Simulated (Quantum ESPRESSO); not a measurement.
# Ti (Im-3m) in Quantum ESPRESSO: a series of runs

Runs on Ti. Level: PBEsol. Tasks: band structure, single point, equation of state.

Everything below comes from runs of Quantum ESPRESSO 7.5. Logs are shortened: lines on timing, memory, paths and dates and some standing lists are left out, and cuts for length are marked.

## (1) Starting point

The structure is cubic, space group Im-3m (No. 229). The conventional cell has a = 3.282 Å, b = 3.282 Å, c = 3.282 Å, α = 90.00°, β = 90.00°, γ = 90.00°. Ti (site symmetry m-3m) has 8 Ti at 2.84 Å as nearest neighbours.

This isn't the form of Ti at room conditions, which is hcp.

## (2) Band structure, PBEsol

File pw.in:

```
&CONTROL
  calculation = 'scf'
  prefix = 'pwscf'
  outdir = './tmp'
  pseudo_dir = './pseudo'
  tprnfor = .true.
  tstress = .true.
  disk_io = 'low'
/
&SYSTEM
  ibrav = 0
  nat = 1
  ntyp = 1
  ecutwfc = 84
  nbnd = 12
  occupations = 'smearing'
  smearing = 'fd'
  degauss = 0.00367493
/
&ELECTRONS
  conv_thr = 2d-10
  electron_maxstep = 120
  mixing_beta = 0.5
/
ATOMIC_SPECIES
Ti    47.8670 Ti.upf
CELL_PARAMETERS angstrom
  -1.6410000000    1.6410000000    1.6410000000
   1.6410000000   -1.6410000000    1.6410000000
   1.6410000000    1.6410000000   -1.6410000000
ATOMIC_POSITIONS angstrom
Ti     0.0000000000    0.0000000000    0.0000000000
K_POINTS automatic
11 11 11 0 0 0
```

File bands.in:

```
&CONTROL
  calculation = 'bands'
  prefix = 'pwscf'
  outdir = './tmp'
  pseudo_dir = './pseudo'
  disk_io = 'low'
  verbosity = 'high'
/
&SYSTEM
  ibrav = 0
  nat = 1
  ntyp = 1
  ecutwfc = 84
  nbnd = 12
  occupations = 'smearing'
  smearing = 'fd'
  degauss = 0.00367493
/
&ELECTRONS
  conv_thr = 1d-08
  electron_maxstep = 120
  mixing_beta = 0.5
  diago_full_acc = .true.
/
ATOMIC_SPECIES
Ti    47.8670 Ti.upf
CELL_PARAMETERS angstrom
  -1.6410000000    1.6410000000    1.6410000000
   1.6410000000   -1.6410000000    1.6410000000
   1.6410000000    1.6410000000   -1.6410000000
ATOMIC_POSITIONS angstrom
Ti     0.0000000000    0.0000000000    0.0000000000
K_POINTS crystal
60
 0.0000000000  0.0000000000  0.0000000000 1
 0.0416666667 -0.0416666667  0.0416666667 1
 0.0833333333 -0.0833333333  0.0833333333 1
 0.1250000000 -0.1250000000  0.1250000000 1
 0.1666666667 -0.1666666667  0.1666666667 1
 0.2083333333 -0.2083333333  0.2083333333 1
 0.2500000000 -0.2500000000  0.2500000000 1
 0.2916666667 -0.2916666667  0.2916666667 1
 0.3333333333 -0.3333333333  0.3333333333 1
 0.3750000000 -0.3750000000  0.3750000000 1
 0.4166666667 -0.4166666667  0.4166666667 1
 0.4583333333 -0.4583333333  0.4583333333 1
 0.5000000000 -0.5000000000  0.5000000000 1
 0.4375000000 -0.4375000000  0.5000000000 1
 0.3750000000 -0.3750000000  0.5000000000 1
 0.3125000000 -0.3125000000  0.5000000000 1
 0.2500000000 -0.2500000000  0.5000000000 1
 0.1875000000 -0.1875000000  0.5000000000 1
 0.1250000000 -0.1250000000  0.5000000000 1
 0.0625000000 -0.0625000000  0.5000000000 1
 0.0000000000  0.0000000000  0.5000000000 1
 0.0000000000  0.0000000000  0.4444444444 1
 0.0000000000  0.0000000000  0.3888888889 1
 0.0000000000  0.0000000000  0.3333333333 1
 0.0000000000  0.0000000000  0.2777777778 1
 0.0000000000  0.0000000000  0.2222222222 1
 0.0000000000  0.0000000000  0.1666666667 1
 0.0000000000  0.0000000000  0.1111111111 1
 0.0000000000  0.0000000000  0.0555555556 1
 0.0000000000  0.0000000000  0.0000000000 1
 0.0227272727  0.0227272727  0.0227272727 1
 0.0454545455  0.0454545455  0.0454545455 1
 0.0681818182  0.0681818182  0.0681818182 1
 0.0909090909  0.0909090909  0.0909090909 1
 0.1136363636  0.1136363636  0.1136363636 1
 0.1363636364  0.1363636364  0.1363636364 1
 0.1590909091  0.1590909091  0.1590909091 1
 0.1818181818  0.1818181818  0.1818181818 1
 0.2045454545  0.2045454545  0.2045454545 1
 0.2272727273  0.2272727273  0.2272727273 1
 0.2500000000  0.2500000000  0.2500000000 1
 0.2708333333  0.1875000000  0.2708333333 1
 0.2916666667  0.1250000000  0.2916666667 1
 0.3125000000  0.0625000000  0.3125000000 1
 0.3333333333  0.0000000000  0.3333333333 1
 0.3541666667 -0.0625000000  0.3541666667 1
 0.3750000000 -0.1250000000  0.3750000000 1
 0.3958333333 -0.1875000000  0.3958333333 1
 0.4166666667 -0.2500000000  0.4166666667 1
 0.4375000000 -0.3125000000  0.4375000000 1
 0.4583333333 -0.3750000000  0.4583333333 1
 0.4791666667 -0.4375000000  0.4791666667 1
 0.5000000000 -0.5000000000  0.5000000000 1
 0.2500000000  0.2500000000  0.2500000000 1
 0.2083333333  0.2083333333  0.2916666667 1
 0.1666666667  0.1666666667  0.3333333333 1
 0.1250000000  0.1250000000  0.3750000000 1
 0.0833333333  0.0833333333  0.4166666667 1
 0.0416666667  0.0416666667  0.4583333333 1
 0.0000000000  0.0000000000  0.5000000000 1
```

Potentials or basis: PseudoDojo 0.4.1 SR PBEsol standard.

Command:

```console
$ OMP_NUM_THREADS=1 pw.x -in pw.in > pw.out
$ OMP_NUM_THREADS=1 pw.x -in bands.in > bands.out
```

pw.out:

```text
This program is part of the open-source Quantum ESPRESSO suite
     for quantum simulation of materials; please cite
[... 9 lines left out ...]
     --------------------
     sticks:   dense  smooth     PW     G-vecs:    dense   smooth      PW
     Sum         727     727    221                12479    12479    2123

     Using Slab Decomposition

     bravais-lattice index     =            0
     lattice parameter (alat)  =       5.3712  a.u.
     unit-cell volume          =     119.2840 (a.u.)^3
     number of atoms/cell      =            1
     number of atomic types    =            1
     number of electrons       =        12.00
     number of Kohn-Sham states=           12
     kinetic-energy cutoff     =      84.0000  Ry
     charge density cutoff     =     336.0000  Ry
     scf convergence threshold =      2.0E-10
     mixing beta               =       0.5000
     number of iterations used =            8  plain     mixing
     Exchange-correlation= PBESOL
                           (   1   4  10   8   0   0   0)

     celldm(1)=   5.371160  celldm(2)=   0.000000  celldm(3)=   0.000000
     celldm(4)=   0.000000  celldm(5)=   0.000000  celldm(6)=   0.000000

     crystal axes: (cart. coord. in units of alat)
               a(1) = (  -0.577350   0.577350   0.577350 )
               a(2) = (   0.577350  -0.577350   0.577350 )
               a(3) = (   0.577350   0.577350  -0.577350 )

     reciprocal axes: (cart. coord. in units 2 pi/alat)
               b(1) = ( -0.000000  0.866025  0.866025 )
               b(2) = (  0.866025 -0.000000  0.866025 )
               b(3) = (  0.866025  0.866025  0.000000 )

     PseudoPot. # 1 for Ti read from file:
     Ti.upf
     Pseudo is Norm-conserving + core correction, Zval = 12.0
     Generated using ONCVPSP code by D. R. Hamann
     Using radial grid of 1586 points,  6 beta functions with:
                l(1) =   0
                l(2) =   0
                l(3) =   1
                l(4) =   1
                l(5) =   2
                l(6) =   2

     atomic species   valence    mass     pseudopotential
     Ti               12.00    47.86700     Ti( 1.00)

     48 Sym. Ops., with inversion, found

   Cartesian axes

     site n.     atom                  positions (alat units)
         1        Ti     tau(   1) = (   0.0000000   0.0000000   0.0000000  )

     number of k points=    56  Fermi-Dirac smearing, width (Ry)=  0.0037
                       cart. coord. in units 2pi/alat
        k(    1) = (   0.0000000   0.0000000   0.0000000), wk =   0.0015026
        k(    2) = (   0.0787296   0.0787296   0.0000000), wk =   0.0180316
        k(    3) = (   0.1574592   0.1574592   0.0000000), wk =   0.0180316
        k(    4) = (   0.2361887   0.2361887   0.0000000), wk =   0.0180316
        k(    5) = (   0.3149183   0.3149183   0.0000000), wk =   0.0180316
        k(    6) = (   0.3936479   0.3936479   0.0000000), wk =   0.0180316
[... 48 lines left out ...]
        k(   55) = (  -0.7872958  -0.0787296  -0.0787296), wk =   0.0120210
        k(   56) = (  -0.0000000  -0.0000000   0.7872958), wk =   0.0090158

     Dense  grid:    12479 G-vectors     FFT dimensions: (  32,  32,  32)

     Initial potential from superposition of free atoms

     starting charge      11.9985, renormalised to      12.0000
     Starting wfcs are   10 randomized atomic wfcs +    2 random wfcs

     Self-consistent Calculation

     iteration #  1     ecut=    84.00 Ry     beta= 0.50
     Davidson diagonalization with overlap
     ethr =  1.00E-02,  avg # of iterations =  3.4

     Threshold (ethr) on eigenvalues was too large:
     Diagonalizing with lowered threshold

     Davidson diagonalization with overlap
     ethr =  3.17E-04,  avg # of iterations =  1.2

     total energy              =    -118.58154443 Ry
     estimated scf accuracy    <       0.04015988 Ry

     iteration #  2     ecut=    84.00 Ry     beta= 0.50
     Davidson diagonalization with overlap
     ethr =  3.35E-04,  avg # of iterations =  1.9

[... 57 lines left out ...]
    15.3533  15.6017  25.7287  28.0537

          k = 0.3149 0.3149 0.0000 (  1553 PWs)   bands (ev):

   -43.4397 -20.0705 -19.7011 -19.5344   9.9364  12.5832  13.1580  15.3866
    15.7112  16.2594  23.3055  26.8447

          k = 0.3936 0.3936 0.0000 (  1552 PWs)   bands (ev):

   -43.4204 -20.1659 -19.7318 -19.5350  10.3088  12.3990  13.7077  15.4605
    15.7954  16.8891  21.6183  26.1515

          k = 0.1575 0.0787 0.0787 (  1529 PWs)   bands (ev):

   -43.5156 -19.6817 -19.5660 -19.5442   7.6563  13.4395  13.4980  14.3536
    15.1471  15.5443  28.7736  29.4740

          k = 0.2362 0.1575 0.0787 (  1543 PWs)   bands (ev):

   -43.4847 -19.8354 -19.6193 -19.5502   8.6064  13.0829  13.1744  15.0457
    15.1118  15.6474  27.0013  28.2089

          k = 0.3149 0.2362 0.0787 (  1554 PWs)   bands (ev):

   -43.4510 -19.9965 -19.6835 -19.5527   9.6920  12.7143  12.9252  15.2001
    15.7443  16.0390  24.5353  27.0096

          k = 0.3936 0.3149 0.0787 (  1563 PWs)   bands (ev):

   -43.4251 -20.1168 -19.7331 -19.5541  10.3699  12.4738  13.1708  15.3810
    15.8550  16.9052  22.3196  26.1273

          k = 0.4724 0.3936 0.0787 (  1556 PWs)   bands (ev):

   -43.4154 -20.1611 -19.7516 -19.5547  10.5131  12.3886  13.5122  15.4191
    15.9474  17.3029  21.3280  25.7996

          k = 0.3149 0.1575 0.1575 (  1556 PWs)   bands (ev):

   -43.4552 -19.9570 -19.6739 -19.5748   9.6176  12.6908  12.8993  15.0467
    15.7706  16.0398  25.8580  26.0676

          k = 0.3936 0.2362 0.1575 (  1561 PWs)   bands (ev):

   -43.4279 -20.0535 -19.7496 -19.5855  10.5727  12.3894  12.7749  15.2205
    15.8591  17.1062  23.4813  24.9916

          k = 0.4724 0.3149 0.1575 (  1558 PWs)   bands (ev):

   -43.4116 -20.1048 -19.8021 -19.5894  10.9582  12.3695  12.8862  15.3823
    15.9467  18.0710  21.5674  24.3752
[... 163 lines left out ...]
   -43.3762 -20.0334 -19.9459 -19.7074  11.6117  11.6757  13.1777  15.4605
    16.0977  19.5403  21.8679  22.1491

          k =-0.0000-0.0000 0.4724 (  1545 PWs)   bands (ev):

   -43.4126 -19.9029 -19.7791 -19.7791  10.4889  12.4929  14.1946  14.1946
    15.2958  16.4444  26.6957  26.6958

          k =-0.0000-0.0787 0.5511 (  1541 PWs)   bands (ev):

   -43.3857 -19.9877 -19.8366 -19.7988  11.0194  11.8952  14.3027  14.5806
    15.9934  17.1438  24.1533  25.2528

          k =-0.0000-0.1575 0.6298 (  1555 PWs)   bands (ev):

   -43.3696 -20.0550 -19.8705 -19.7925  11.2414  11.5959  14.2506  14.7060
    16.6738  18.5936  21.7128  24.2975

          k = 0.0787-0.0787 0.6298 (  1556 PWs)   bands (ev):

   -43.3653 -20.0154 -19.9098 -19.8154  11.2127  11.4601  14.3363  15.2505
    16.3069  18.4597  23.0359  23.0715

          k =-0.7873-0.1575-0.1575 (  1564 PWs)   bands (ev):

   -43.3577 -20.0259 -19.9449 -19.8131  11.2472  11.3179  14.2674  15.5697
    16.4770  20.0229  21.1378  22.5566

          k =-0.0000-0.0000 0.6298 (  1565 PWs)   bands (ev):

   -43.3613 -19.9679 -19.8964 -19.8964  11.0596  11.3892  15.1667  15.1667
    16.0755  17.9656  23.6695  23.6695

          k =-0.0000-0.0787 0.7086 (  1557 PWs)   bands (ev):

   -43.3467 -20.0048 -19.9316 -19.9047  11.0084  11.0728  15.4257  15.5624
    16.5820  19.4907  21.7714  22.5914

          k =-0.7873-0.0787-0.0787 (  1554 PWs)   bands (ev):

   -43.3398 -19.9835 -19.9835 -19.9111  10.9208  10.9208  15.5094  16.4026
    16.4026  20.9733  20.9733  21.3841

          k =-0.0000-0.0000 0.7873 (  1557 PWs)   bands (ev):

   -43.3331 -19.9775 -19.9676 -19.9676  10.7742  10.7858  16.3725  16.3725
    16.5673  20.4066  21.3574  21.3574

     the Fermi energy is    12.7508 ev

!    total energy              =    -118.59245742 Ry
     estimated scf accuracy    <          6.1E-11 Ry
     smearing contrib. (-TS)   =      -0.00166053 Ry
     internal energy E=F+TS    =    -118.59079689 Ry

     The total energy is F=E-TS. E is the sum of the following terms:
     one-electron contribution =     -41.24540716 Ry
     hartree contribution      =      24.40917458 Ry
     xc contribution           =     -17.25879510 Ry
     ewald contribution        =     -84.49576921 Ry

     convergence has been achieved in   9 iterations

     Forces acting on atoms (cartesian axes, Ry/au):

     atom    1 type  1   force =     0.00000000    0.00000000    0.00000000

     Total force =     0.000000     Total SCF correction =     0.000000

     Computing stress (Cartesian axis) and pressure

          total   stress  (Ry/bohr**3)                   (kbar)     P=      -66.67
  -0.00045324   0.00000000   0.00000000          -66.67        0.00        0.00
   0.00000000  -0.00045324   0.00000000            0.00      -66.67        0.00
   0.00000000   0.00000000  -0.00045324            0.00        0.00      -66.67

=------------------------------------------------------------------------------=
   JOB DONE.
=------------------------------------------------------------------------------=
```

It took 14 s on 1 thread of AMD EPYC 7B13 (Zen 3), shared host; peak memory 0.09 GiB.

Results:

```yaml
Free_energy: -1613.5326 eV
Pressure: -6.7 GPa
Band_gap_on_the_k_mesh: none (metal or under the smearing width)
```

Levels at the corners of the path, in eV from the Fermi level:
```
point  band 4  band 5  band 6  band 7  band 8  band 9
    Γ  -32.28   -5.90    0.99    0.99    0.99    2.73
    H  -32.73   -2.04   -2.04    3.88    3.88    3.88
    N  -32.29   -2.41   -0.38    1.09    2.71    3.06
    Γ  -32.28   -5.90    0.99    0.99    0.99    2.73
    P  -32.60   -0.60   -0.60   -0.60    3.11    3.11
    H  -32.73   -2.04   -2.04    3.88    3.88    3.88
    P  -32.60   -0.60   -0.60   -0.60    3.11    3.11
    N  -32.29   -2.41   -0.38    1.09    2.71    3.06
```

## (3) Single point, PBEsol, 16.62 Å³/atom

Edit pw.in of step 2 so:

```diff
@@ -7,3 +7,3 @@
   tstress = .true.
-  disk_io = 'low'
+  disk_io = 'nowf'
 /
@@ -27,6 +27,6 @@
 CELL_PARAMETERS angstrom
-  -1.6410000000    1.6410000000    1.6410000000
-   1.6410000000   -1.6410000000    1.6410000000
-   1.6410000000    1.6410000000   -1.6410000000
-ATOMIC_POSITIONS angstrom
+  -1.6075008044    1.6075008044    1.6075008044
+   1.6075008044   -1.6075008044    1.6075008044
+   1.6075008044    1.6075008044   -1.6075008044
+ATOMIC_POSITIONS crystal
 Ti     0.0000000000    0.0000000000    0.0000000000
```

Potentials or basis: PseudoDojo 0.4.1 SR PBEsol standard.

Command:

```console
$ OMP_NUM_THREADS=1 pw.x -in pw.in > pw.out
```

Wall time 8.6 s (1 thread of AMD EPYC 7B13 (Zen 3), shared host); peak memory 0.09 GiB.

Results (log left out):

| Item | Value |
| --- | --- |
| Free energy | -1613.5572 eV |
| Pressure | -0.5 GPa |
| Band gap on the k mesh | none (metal or under the smearing width) |

## (4) Single point, PBEsol, 16.97 Å³/atom

Edit pw.in of step 3 so:

```diff
@@ -27,5 +27,5 @@
 CELL_PARAMETERS angstrom
-  -1.6075008044    1.6075008044    1.6075008044
-   1.6075008044   -1.6075008044    1.6075008044
-   1.6075008044    1.6075008044   -1.6075008044
+  -1.6188216056    1.6188216056    1.6188216056
+   1.6188216056   -1.6188216056    1.6188216056
+   1.6188216056    1.6188216056   -1.6188216056
 ATOMIC_POSITIONS crystal
```

Command:

```console
$ OMP_NUM_THREADS=1 pw.x -in pw.in > pw.out
```

It took 8.6 s on 1 thread of AMD EPYC 7B13 (Zen 3), shared host; peak memory 0.09 GiB.

Results (log left out):

* Free energy: -1613.5536 eV
* Pressure: -2.8 GPa
* Band gap on the k mesh: none (metal or under the smearing width)

## (5) Single point, PBEsol, 17.32 Å³/atom

Edit pw.in of step 4 so:

```diff
@@ -27,5 +27,5 @@
 CELL_PARAMETERS angstrom
-  -1.6188216056    1.6188216056    1.6188216056
-   1.6188216056   -1.6188216056    1.6188216056
-   1.6188216056    1.6188216056   -1.6188216056
+  -1.6299862453    1.6299862453    1.6299862453
+   1.6299862453   -1.6299862453    1.6299862453
+   1.6299862453    1.6299862453   -1.6299862453
 ATOMIC_POSITIONS crystal
```

Command:

```console
$ OMP_NUM_THREADS=1 pw.x -in pw.in > pw.out
```

It took 9.2 s on 1 thread of AMD EPYC 7B13 (Zen 3), shared host; peak memory 0.09 GiB.

It converged, with:

```
Free energy            : -1613.5452 eV
Pressure               : -4.8 GPa
Band gap on the k mesh : none (metal or under the smearing width)
```

## (6) Single point, PBEsol, 17.68 Å³/atom

Edit pw.in of step 5 so:

```diff
@@ -27,5 +27,5 @@
 CELL_PARAMETERS angstrom
-  -1.6299862453    1.6299862453    1.6299862453
-   1.6299862453   -1.6299862453    1.6299862453
-   1.6299862453    1.6299862453   -1.6299862453
+  -1.6410000000    1.6410000000    1.6410000000
+   1.6410000000   -1.6410000000    1.6410000000
+   1.6410000000    1.6410000000   -1.6410000000
 ATOMIC_POSITIONS crystal
```

Potentials or basis: PseudoDojo 0.4.1 SR PBEsol standard.

Command:

```console
$ OMP_NUM_THREADS=1 pw.x -in pw.in > pw.out
```

Run time: 9.8 s. Hardware: 1 thread of AMD EPYC 7B13 (Zen 3), shared host; peak memory 0.09 GiB.

The run converged. Its results:

```yaml
Free_energy: -1613.5326 eV
Pressure: -6.7 GPa
Band_gap_on_the_k_mesh: none (metal or under the smearing width)
```

## (7) Single point, PBEsol, 18.03 Å³/atom

Edit pw.in of step 6 so:

```diff
@@ -27,5 +27,5 @@
 CELL_PARAMETERS angstrom
-  -1.6410000000    1.6410000000    1.6410000000
-   1.6410000000   -1.6410000000    1.6410000000
-   1.6410000000    1.6410000000   -1.6410000000
+  -1.6518678664    1.6518678664    1.6518678664
+   1.6518678664   -1.6518678664    1.6518678664
+   1.6518678664    1.6518678664   -1.6518678664
 ATOMIC_POSITIONS crystal
```

Command:

```console
$ OMP_NUM_THREADS=1 pw.x -in pw.in > pw.out
```

Run time: 9.3 s. Hardware: 1 thread of AMD EPYC 7B13 (Zen 3), shared host; peak memory 0.09 GiB.

It converged, with:

| Item | Value |
| --- | --- |
| Free energy | -1613.5160 eV |
| Pressure | -8.4 GPa |
| Band gap on the k mesh | none (metal or under the smearing width) |

## (8) Single point, PBEsol, 18.38 Å³/atom

Edit pw.in of step 7 so:

```diff
@@ -27,5 +27,5 @@
 CELL_PARAMETERS angstrom
-  -1.6518678664    1.6518678664    1.6518678664
-   1.6518678664   -1.6518678664    1.6518678664
-   1.6518678664    1.6518678664   -1.6518678664
+  -1.6625945817    1.6625945817    1.6625945817
+   1.6625945817   -1.6625945817    1.6625945817
+   1.6625945817    1.6625945817   -1.6625945817
 ATOMIC_POSITIONS crystal
```

Command:

```console
$ OMP_NUM_THREADS=1 pw.x -in pw.in > pw.out
```

Wall time 9.8 s (1 thread of AMD EPYC 7B13 (Zen 3), shared host); peak memory 0.09 GiB.

It converged, with:

* Free energy: -1613.4959 eV
* Pressure: -9.9 GPa
* Band gap on the k mesh: none (metal or under the smearing width)

## (9) Single point, PBEsol, 18.74 Å³/atom

Edit pw.in of step 8 so:

```diff
@@ -27,5 +27,5 @@
 CELL_PARAMETERS angstrom
-  -1.6625945817    1.6625945817    1.6625945817
-   1.6625945817   -1.6625945817    1.6625945817
-   1.6625945817    1.6625945817   -1.6625945817
+  -1.6731846416    1.6731846416    1.6731846416
+   1.6731846416   -1.6731846416    1.6731846416
+   1.6731846416    1.6731846416   -1.6731846416
 ATOMIC_POSITIONS crystal
```

Potentials or basis: PseudoDojo 0.4.1 SR PBEsol standard.

Command:

```console
$ OMP_NUM_THREADS=1 pw.x -in pw.in > pw.out
```

It took 9 s on 1 thread of AMD EPYC 7B13 (Zen 3), shared host; peak memory 0.09 GiB.

Results (log left out):

```yaml
Free_energy: -1613.4725 eV
Pressure: -11.3 GPa
Band_gap_on_the_k_mesh: none (metal or under the smearing width)
```

## (10) Equation of state, PBEsol

Potentials or basis: PseudoDojo 0.4.1 SR PBEsol standard.

No new run: the results of the series are fitted here.

Results:

| Item | Value |
| --- | --- |
| Equilibrium volume | 16.54 Å³/atom (rough: see the caveat) |
| Bulk modulus | 112 GPa (rough) |

Energy against volume, from the lowest point:
```csv
volume (Å³/atom),energy (meV/atom)
16.616,0.00
16.969,3.62
17.323,11.98
17.676,24.63
18.030,41.20
18.383,61.33
18.737,84.70
```

Caveat: the minimum lies outside the volumes run.
